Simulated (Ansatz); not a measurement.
Rows from a G0W0 calculation on Ga4P3N (quasi-random alloy, started on the GaP lattice) (P1) (Ansatz 0.2.0; G0W0 on LDA, plane waves, PAW; 2×2×2 mesh, 971 empty bands, screening to 85 eV), in eV. Spin-orbit coupling is left out.

```csv
row,Σx,Σc,Vxc,Z
A,-7.86,-3.87,-12.02,0.73
B,-17.63,1.52,-16.00,0.71
C,-17.48,1.48,-15.89,0.71
D,-9.86,-3.79,-14.10,0.73
E,-9.23,-3.98,-13.63,0.72
F,-9.66,-4.00,-14.13,0.72
```

Which rows are filled states and which are empty ones, and how can one tell?

Filled: B and C. Empty: A, D, E and F. The sign of Σc tells: for a filled state bare exchange, which holds its interaction with itself, lies below Vxc (Σx − Vxc is -1.6 eV or lower here) and screening gives part back as a positive Σc. For an empty state Σx lies above Vxc (+4.2 eV or more) and the Coulomb hole leaves Σc negative.

[Paths, hosts, dates, memory and timing lines, banners, echoed tables and standing remarks are left out of the program output.]

[Logs are printed without paths, hosts, clocks, repeated set-up lines and the standing remarks that a program may print on its own settings, such as how far it seeks lower states.]

[Runs of the session that timed out or met a known fault of the program may be left out.]

[Cells called generated may have been cut or substituted from an entry of the Crystallography Open Database or the Materials Project.]

[Hosts, paths, dates, database ids (printed as entryN), source tags and the programs' standing remarks are cut or masked in the printed files.]
